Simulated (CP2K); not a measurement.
# Zn (Im-3m) in CP2K: notebook

One crystal, Zn, is run at these levels: PBEsol; tasks: single point, equation of state.

Program: CP2K 2026.2. These are calculated values, not measurements. Logs are shortened: lines on timing, memory, paths and dates and some standing lists are left out, and cuts for length are marked.

## (1) The structure

Symmetry: Im-3m, No. 229, cubic system. The conventional cell has a = 3.138 Å, b = 3.138 Å, c = 3.138 Å, α = 90.00°, β = 90.00°, γ = 90.00°. Zn (site symmetry m-3m) has 8 Zn at 2.72 Å as nearest neighbours.

This isn't the form of Zn at room conditions, which is hcp.

## (2) Single point, PBEsol, 15.45 Å³/atom

File zn_eos.inp:

```
&GLOBAL
  PROJECT zn_eos
  RUN_TYPE ENERGY_FORCE
  PRINT_LEVEL LOW
&END GLOBAL
&FORCE_EVAL
  METHOD QS
  STRESS_TENSOR ANALYTICAL
  &DFT
    BASIS_SET_FILE_NAME BASIS_MOLOPT_UZH
    POTENTIAL_FILE_NAME POTENTIAL_UZH
    &MGRID
      CUTOFF 450
      REL_CUTOFF 60
      NGRIDS 5
    &END MGRID
    &QS
      METHOD GPW
      EPS_DEFAULT 1.0E-9
    &END QS
    &KPOINTS
      SCHEME MONKHORST-PACK 12 12 12
      GAMMA_CENTERED T
      SYMMETRY T
      SYMMETRY_BACKEND SPGLIB
    &END KPOINTS
    &SCF
      SCF_GUESS ATOMIC
      EPS_SCF 1.0E-6
      MAX_SCF 100
      ADDED_MOS 8
      CHOLESKY OFF
      EPS_EIGVAL 1.0E-7
      &DIAGONALIZATION ON
        ALGORITHM STANDARD
      &END DIAGONALIZATION
      &MIXING ON
        METHOD BROYDEN_MIXING
        ALPHA 0.4
        BETA 1.5
        NBUFFER 8
      &END MIXING
      &SMEAR ON
        METHOD FERMI_DIRAC
        ELECTRONIC_TEMPERATURE [K] 1160.452
      &END SMEAR
    &END SCF
    &XC
      &XC_FUNCTIONAL
        &GGA_X_PBE_SOL
        &END GGA_X_PBE_SOL
        &GGA_C_PBE_SOL
        &END GGA_C_PBE_SOL
      &END XC_FUNCTIONAL
    &END XC
    &PRINT
      &KPOINTS ON
      &END KPOINTS
      &MULLIKEN ON
      &END MULLIKEN
      &MO ON
        ENERGIES T
        OCCUPATION_NUMBERS T
        &EACH
          QS_SCF 0
        &END EACH
        ADD_LAST NUMERIC
      &END MO
    &END PRINT
  &END DFT
  &SUBSYS
    &CELL
      A 2.7176518030 0.0000000000 0.0000000000
      B -0.9058839343 2.5622266917 0.0000000000
      C -0.9058839343 -1.2811133458 2.2189534053
      PERIODIC XYZ
    &END CELL
    &COORD
      Zn  0.0000000000 0.0000000000 0.0000000000
    &END COORD
    &KIND Zn
      BASIS_SET TZVP-MOLOPT-PBE-GTH-q12
      POTENTIAL GTH-PBE-q12
    &END KIND
    &PRINT
      &ATOMIC_COORDINATES ON
      &END ATOMIC_COORDINATES
      &CELL ON
      &END CELL
    &END PRINT
  &END SUBSYS
  &PRINT
    &FORCES ON
    &END FORCES
    &STRESS_TENSOR ON
    &END STRESS_TENSOR
  &END PRINT
&END FORCE_EVAL
```

Potentials or basis: POTENTIAL_UZH Zn GTH-PBE-q12; TZVP-MOLOPT-PBE-GTH basis.

Command:

```sh
$ OMP_NUM_THREADS=1 cp2k.psmp -i zn_eos.inp -o zn_eos.out
```

zn_eos.out:

```text

 CP2K| version string:                                       CP2K version 2026.2
 CP2K| Input file name                                                zn_eos.inp

 GLOBAL| Force Environment number                                              1
 GLOBAL| Basis set file name                                    BASIS_MOLOPT_UZH
 GLOBAL| Potential file name                                       POTENTIAL_UZH
 GLOBAL| MM Potential file name                                     MM_POTENTIAL
 GLOBAL| Coordinate file name                                      __STD_INPUT__
 GLOBAL| Method name                                                        CP2K
 GLOBAL| Project name                                                     zn_eos
 GLOBAL| Run type                                                   ENERGY_FORCE
 GLOBAL| FFT library                                                       FFTW3
[... 6 lines left out ...]
 GLOBAL| Total number of message passing processes                             1
 GLOBAL| Number of threads for this process                                    1
 GLOBAL| CPU model name                          AMD EPYC 9R45 96-Core Processor

 CELL| Volume [angstrom^3]:                                            15.451105
 CELL| Vector a [angstrom]:       2.718     0.000     0.000   |a| =     2.717652
 CELL| Vector b [angstrom]:      -0.906     2.562     0.000   |b| =     2.717652
 CELL| Vector c [angstrom]:      -0.906    -1.281     2.219   |c| =     2.717652
 CELL| Angle (b,c), alpha [degree]:                                   109.471221
 CELL| Angle (a,c), beta  [degree]:                                   109.471221
 CELL| Angle (a,b), gamma [degree]:                                   109.471221
 CELL| Numerically orthorhombic:                                              NO
 CELL| Periodicity                                                           XYZ

 CELL_REF| Volume [angstrom^3]:                                        15.451105
 CELL_REF| Vector a [angstrom     2.718     0.000     0.000   |a| =     2.717652
 CELL_REF| Vector b [angstrom    -0.906     2.562     0.000   |b| =     2.717652
 CELL_REF| Vector c [angstrom    -0.906    -1.281     2.219   |c| =     2.717652
 CELL_REF| Angle (b,c), alpha [degree]:                               109.471221
 CELL_REF| Angle (a,c), beta  [degree]:                               109.471221
 CELL_REF| Angle (a,b), gamma [degree]:                               109.471221
 CELL_REF| Numerically orthorhombic:                                          NO
 CELL_REF| Periodicity                                                       XYZ
[... 9 lines left out ...]
 TOTAL NUMBERS AND MAXIMUM NUMBERS

  Total number of            - Atomic kinds:                                   1
                             - Atoms:                                          1
                             - Shell sets:                                     1
                             - Shells:                                        10
                             - Primitive Cartesian functions:                  6
                             - Cartesian basis functions:                     40
                             - Spherical basis functions:                     34

  Maximum angular momentum of the orbital basis functions:                     3

 MODULE QUICKSTEP: ATOMIC COORDINATES IN ANGSTROM

   Atom Kind Element         X             Y             Z       Z(eff)     Mass
      1    1 Zn   30      0.000000      0.000000      0.000000  12.0000  65.3800

 SCF PARAMETERS         Density guess:                                    ATOMIC
                        --------------------------------------------------------
                        max_scf:                                             100
[... 7 lines left out ...]
                        --------------------------------------------------------
                        level_shift [a.u.]:                             0.000000
                        added MOs                                         8    0
                        --------------------------------------------------------
                        Mixing method:                            BROYDEN_MIXING
                                                charge density mixing in g-space
                        --------------------------------------------------------
                        Smear method:                                FERMI_DIRAC
                        Electronic temperature [K]:                       1160.5
                        Electronic temperature [a.u.]:                  3.67E-03
                        Accuracy threshold:                             1.00E-10
                        --------------------------------------------------------
                        No outer SCF

 *******************************************************************************
[... 46 lines left out ...]
    10 Broy./Diag. 0.40E+00    6.9     0.00000259       -60.4219202501 -2.90E-05
    11 Broy./Diag. 0.40E+00    7.2     0.00000019       -60.4219118365  8.41E-06

  *** SCF run converged in    11 steps ***

  Electronic density on regular grids:        -11.9999997236        0.0000002764
  Core density on regular grids:               11.9999999892       -0.0000000108
  Total charge density on r-space grids:        0.0000002656
  Total charge density g-space grids:           0.0000002656

  Overlap energy of the core charge distribution:               0.00000000011088
  Self energy of the core charge distribution:                -79.78058098536688
  Core Hamiltonian energy:                                     25.40248503329149
  Hartree energy:                                               2.79532926434843
  Exchange-correlation energy:                                 -8.83869951231178
  Electronic entropic energy:                                  -0.00044563660261
  Fermi energy:                                                 0.21643422653201

  Total energy:                                               -60.42191183653490
  Total energy (extrapolated to T->0):                        -60.42168901823360

 MO| EIGENVALUES AND OCCUPATION NUMBERS FOR K POINT 1
 MO|
 MO|  Index      Eigenvalue [a.u.]        Eigenvalue [eV]             Occupation
 MO|      1              -0.077284              -2.102994               2.000000
 MO|      2              -0.077284              -2.102993               2.000000
 MO|      3              -0.056886              -1.547956               2.000000
 MO|      4              -0.040529              -1.102855               2.000000
 MO|      5              -0.040529              -1.102854               2.000000
 MO|      6               0.287681               7.828196               0.000000
 MO|      7               0.289554               7.879163               0.000000
 MO|      8               0.289555               7.879181               0.000000
 MO|      9               0.677961              18.448260               0.000000
 MO|     10               0.723978              19.700456               0.000000
 MO|     11               0.723979              19.700482               0.000000
 MO|     12               1.117414              30.406384               0.000000
 MO|     13               1.476561              40.179262               0.000000
 MO|     14               1.509960              41.088094               0.000000
 MO| Sum:                                                              10.000000
 MO| E(Fermi):            0.216434 a.u.          5.889475 eV
[... 241 lines left out ...]
 MO| EIGENVALUES AND OCCUPATION NUMBERS FOR K POINT 14
 MO|
 MO|  Index      Eigenvalue [a.u.]        Eigenvalue [eV]             Occupation
 MO|      1              -0.074633              -2.030860               2.000000
 MO|      2              -0.074221              -2.019651               2.000000
 MO|      3              -0.060256              -1.639651               2.000000
 MO|      4              -0.046434              -1.263522               2.000000
 MO|      5              -0.045938              -1.250035               2.000000
 MO|      6               0.128435               3.494890               2.000000
 MO|      7               0.319514               8.694411               0.000000
 MO|      8               0.406555              11.062917               0.000000
 MO|      9               0.428455              11.658855               0.000000
 MO|     10               1.216891              33.113297               0.000000
 MO|     11               1.234735              33.598851               0.000000
 MO|     12               1.293947              35.210089               0.000000
 MO|     13               1.324446              36.040016               0.000000
 MO|     14               1.400887              38.120087               0.000000
 MO| Sum:                                                              12.000000
 MO| E(Fermi):            0.216434 a.u.          5.889475 eV

 [... the levels of further k-points ...]

 !-----------------------------------------------------------------------------!
                     Mulliken Population Analysis

 #  Atom  Element  Kind  Atomic population                           Net charge
       1     Zn       1         12.000000                              0.000000
 # Total charge                             12.000000                  0.000000

 !-----------------------------------------------------------------------------!

 ENERGY| Total FORCE_EVAL ( QS ) energy [hartree]            -60.421911040396402

 FORCES| Atomic forces [hartree/bohr]
 FORCES|   Atom     x               y               z               |f|
 FORCES|      1 -1.90811638E-15 -7.85808324E-15  6.33151071E-15   1.02702682E-14
 FORCES| Sum    -1.90811638E-15 -7.85808324E-15  6.33151071E-15
 FORCES| Total atomic force                                       1.02702682E-14

 STRESS| Analytical stress tensor [bar]
 STRESS|                        x                   y                   z
 STRESS|      x       -5.06584349307E+04   7.31814660337E+01   1.26290769965E+02
 STRESS|      y        7.31814660337E+01  -5.06068266496E+04   1.78887435512E+02
 STRESS|      z        1.26290769965E+02   1.78887435512E+02  -5.03998285058E+04
 STRESS| 1/3 Trace                                            -5.05550300287E+04
 STRESS| Determinant                                          -1.29205455668E+14

 STRESS| Eigenvectors and eigenvalues of the analytical stress tensor [bar]
 STRESS|                        1                   2                   3
 STRESS| Eigenvalues  -5.07102706934E+04  -5.07097076523E+04  -5.02451117404E+04
 STRESS|      x           0.655924685387      0.677407989512      0.332988322385
 STRESS|      y          -0.738012322748      0.482944961456      0.471276962810
 STRESS|      z           0.158431747361     -0.554871678813      0.816710965691
```

It took 96 s on 1 thread of AMD EPYC 9R45 (Zen 5), shared host; peak memory 0.36 GiB.

Results:

```yaml
Free_energy: -1644.1638 eV
Pressure: -5.1 GPa
Band_gap_on_the_k_mesh: none (metal or under the smearing width)
```

Caveat: the potentials were made for another functional, which shifts forces and pressure; the basis of atomic orbitals isn't converged, which shifts pressures, moduli and gaps.

## (3) Single point, PBEsol, 15.14 Å³/atom (volume scaled by 0.98)

zn_eos.inp, as its differences from that of step 2:

```diff
@@ -11,2 +11,3 @@
     POTENTIAL_FILE_NAME POTENTIAL_UZH
+    WFN_RESTART_FILE_NAME previous-RESTART.kp
     &MGRID
@@ -27,3 +28,3 @@
     &SCF
-      SCF_GUESS ATOMIC
+      SCF_GUESS RESTART
       EPS_SCF 1.0E-6
@@ -72,5 +73,5 @@
     &CELL
-      A 2.7176518030 0.0000000000 0.0000000000
-      B -0.9058839343 2.5622266917 0.0000000000
-      C -0.9058839343 -1.2811133458 2.2189534053
+      A 2.6994119796 0.0000000000 0.0000000000
+      B -0.8998039932 2.5450300213 0.0000000000
+      C -0.8998039932 -1.2725150106 2.2040606518
       PERIODIC XYZ
```

Potentials or basis: POTENTIAL_UZH Zn GTH-PBE-q12; TZVP-MOLOPT-PBE-GTH basis.

Command:

```sh
$ OMP_NUM_THREADS=1 cp2k.psmp -i zn_eos.inp -o zn_eos.out
```

Wall time 75 s (1 thread of AMD EPYC 9R45 (Zen 5), shared host); peak memory 0.36 GiB.

The run converged. Its results:

```
Free energy            : -1644.1725 eV
Pressure               : -3.9 GPa
Band gap on the k mesh : none (metal or under the smearing width)
```

Caveat: the potentials were made for another functional, which shifts forces and pressure; the basis of atomic orbitals isn't converged, which shifts pressures, moduli and gaps.

## (4) Single point, PBEsol, 15.76 Å³/atom (volume scaled by 1.02)

zn_eos.inp, as its differences from that of step 3:

```diff
@@ -73,5 +73,5 @@
     &CELL
-      A 2.6994119796 0.0000000000 0.0000000000
-      B -0.8998039932 2.5450300213 0.0000000000
-      C -0.8998039932 -1.2725150106 2.2040606518
+      A 2.7356500216 0.0000000000 0.0000000000
+      B -0.9118833405 2.5791955749 0.0000000000
+      C -0.9118833405 -1.2895977874 2.2336488892
       PERIODIC XYZ
```

Command:

```sh
$ OMP_NUM_THREADS=1 cp2k.psmp -i zn_eos.inp -o zn_eos.out
```

Wall time 69 s (1 thread of AMD EPYC 9R45 (Zen 5), shared host); peak memory 0.35 GiB.

Results (log left out):

| Property | Result |
| --- | --- |
| Free energy | -1644.1531 eV |
| Pressure | -6.1 GPa |
| Band gap on the k mesh | none (metal or under the smearing width) |

Caveat: the potentials were made for another functional, which shifts forces and pressure; the basis of atomic orbitals isn't converged, which shifts pressures, moduli and gaps.

## (5) Single point, PBEsol, 14.83 Å³/atom (volume scaled by 0.96)

zn_eos.inp, as its differences from that of step 4:

```diff
@@ -73,5 +73,5 @@
     &CELL
-      A 2.7356500216 0.0000000000 0.0000000000
-      B -0.9118833405 2.5791955749 0.0000000000
-      C -0.9118833405 -1.2895977874 2.2336488892
+      A 2.6809222762 0.0000000000 0.0000000000
+      B -0.8936407587 2.5275977617 0.0000000000
+      C -0.8936407587 -1.2637988808 2.1889638722
       PERIODIC XYZ
```

Command:

```sh
$ OMP_NUM_THREADS=1 cp2k.psmp -i zn_eos.inp -o zn_eos.out
```

Wall time 83 s (1 thread of AMD EPYC 9R45 (Zen 5), shared host); peak memory 0.36 GiB.

The run converged. Its results:

| Property | Result |
| --- | --- |
| Free energy | -1644.1787 eV |
| Pressure | -2.5 GPa |
| Band gap on the k mesh | none (metal or under the smearing width) |

Caveat: the potentials were made for another functional, which shifts forces and pressure; the basis of atomic orbitals isn't converged, which shifts pressures, moduli and gaps.

## (6) Single point, PBEsol, 16.07 Å³/atom (volume scaled by 1.04)

zn_eos.inp, as its differences from that of step 5:

```diff
@@ -73,5 +73,5 @@
     &CELL
-      A 2.6809222762 0.0000000000 0.0000000000
-      B -0.8936407587 2.5275977617 0.0000000000
-      C -0.8936407587 -1.2637988808 2.1889638722
+      A 2.7534144805 0.0000000000 0.0000000000
+      B -0.9178048268 2.5959440674 0.0000000000
+      C -0.9178048268 -1.2979720337 2.2481535092
       PERIODIC XYZ
```

Potentials or basis: POTENTIAL_UZH Zn GTH-PBE-q12; TZVP-MOLOPT-PBE-GTH basis.

Command:

```sh
$ OMP_NUM_THREADS=1 cp2k.psmp -i zn_eos.inp -o zn_eos.out
```

Wall time 76 s (1 thread of AMD EPYC 9R45 (Zen 5), shared host); peak memory 0.35 GiB.

It converged, with:

```
Free energy            : -1644.1405 eV
Pressure               : -6.9 GPa
Band gap on the k mesh : none (metal or under the smearing width)
```

Caveat: the potentials were made for another functional, which shifts forces and pressure; the basis of atomic orbitals isn't converged, which shifts pressures, moduli and gaps.

## (7) Single point, PBEsol, 14.52 Å³/atom (volume scaled by 0.94)

zn_eos.inp, as its differences from that of step 6:

```diff
@@ -73,5 +73,5 @@
     &CELL
-      A 2.7534144805 0.0000000000 0.0000000000
-      B -0.9178048268 2.5959440674 0.0000000000
-      C -0.9178048268 -1.2979720337 2.2481535092
+      A 2.6621739545 0.0000000000 0.0000000000
+      B -0.8873913181 2.5099216746 0.0000000000
+      C -0.8873913181 -1.2549608372 2.1736559317
       PERIODIC XYZ
```

Command:

```sh
$ OMP_NUM_THREADS=1 cp2k.psmp -i zn_eos.inp -o zn_eos.out
```

It took 87 s on 1 thread of AMD EPYC 9R45 (Zen 5), shared host; peak memory 0.37 GiB.

It converged, with:

| Item | Value |
| --- | --- |
| Free energy | -1644.1821 eV |
| Pressure | -1.0 GPa |
| Band gap on the k mesh | none (metal or under the smearing width) |

Caveat: the potentials were made for another functional, which shifts forces and pressure; the basis of atomic orbitals isn't converged, which shifts pressures, moduli and gaps.

## (8) Single point, PBEsol, 16.38 Å³/atom (volume scaled by 1.06)

zn_eos.inp, as its differences from that of step 7:

```diff
@@ -73,5 +73,5 @@
     &CELL
-      A 2.6621739545 0.0000000000 0.0000000000
-      B -0.8873913181 2.5099216746 0.0000000000
-      C -0.8873913181 -1.2549608372 2.1736559317
+      A 2.7709526252 0.0000000000 0.0000000000
+      B -0.9236508750 2.6124791888 0.0000000000
+      C -0.9236508750 -1.3062395944 2.2624733444
       PERIODIC XYZ
```

Command:

```sh
$ OMP_NUM_THREADS=1 cp2k.psmp -i zn_eos.inp -o zn_eos.out
```

Run time: 84 s. Hardware: 1 thread of AMD EPYC 9R45 (Zen 5), shared host; peak memory 0.35 GiB.

Results (log left out):

| Quantity | Value |
| --- | --- |
| Free energy | -1644.1263 eV |
| Pressure | -7.7 GPa |
| Band gap on the k mesh | none (metal or under the smearing width) |

Caveat: the potentials were made for another functional, which shifts forces and pressure; the basis of atomic orbitals isn't converged, which shifts pressures, moduli and gaps.

## (9) Equation of state, PBEsol

Potentials or basis: POTENTIAL_UZH Zn GTH-PBE-q12; TZVP-MOLOPT-PBE-GTH basis.

This step only gathers the single runs of the series.

Results:

| Quantity | Value |
| --- | --- |
| Equilibrium volume | 14.35 Å³/atom (rough: see the caveat) |
| Bulk modulus | 84 GPa (rough) |

Energy against volume, from the lowest point:
```csv
volume (Å³/atom),energy (meV/atom)
14.524,0.00
14.833,3.39
15.142,9.60
15.451,18.25
15.760,29.00
16.069,41.58
16.378,55.72
```

Caveat: the minimum lies outside the volumes run; the potentials were made for another functional, which shifts forces and pressure; the basis of atomic orbitals isn't converged, which shifts pressures, moduli and gaps.
